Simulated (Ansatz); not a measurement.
Property card for ZnCu$_{2}$SnSe$_{4}$

All numbers below come from Ansatz, DFT r2SCAN, scalar-relativistic, plane waves, PAW.

Plane waves to 500 eV, a k mesh through Γ of 10×10×10 on the computed 8-atom cell and Gaussian smearing (0.10 eV); no spin polarisation.

The structure is relaxed at this level of theory with its symmetry kept. Whether it is the stable form of this composition wasn't checked.

```
Zn Cu Sn Se
1.0
    -2.84460    2.84460    5.70928
     2.84460   -2.84460    5.70928
     2.84460    2.84460   -5.70928
Zn Cu Sn Se
1 2 1 4
Direct
  0.00000 0.00000 0.00000
  0.75000 0.25000 0.50000
  0.25000 0.75000 0.50000
  0.50000 0.50000 0.00000
  0.62461 0.62461 0.51768
  0.37539 0.89307 0.00000
  0.10693 0.10693 0.48232
  0.89307 0.37539 0.00000
```

Problem. Formation energy from the elements' standard states (uncorrected)?

Solution. -0.472 eV/atom.

Problem. Generalised Kohn–Sham band gap?

Solution. zero, with almost no states at the Fermi level.

Problem. Density of states at the Fermi level?

Solution. 0.00 states/eV per cell (so small that it hangs on the mesh: a semimetal, or crossings between mesh points).

Problem. Löwdin character within 0.5 eV of the Fermi level?

Solution. Se 4p 51 %, Cu 3d 35 %.

Problem. Bader charges (e)?

Solution. Zn (1 in the cell) 0.81, Cu (2 in the cell) 0.42, Sn (1 in the cell) 1.22, Se (4 in the cell) -0.72.

A ferromagnetic start lost its moments in a first run, so spin was left out; other magnetic orders weren't tried.

Cost: 1 run of about 11 core-minutes, on Intel Xeon 6975P-C (Granite Rapids) (shared hosts).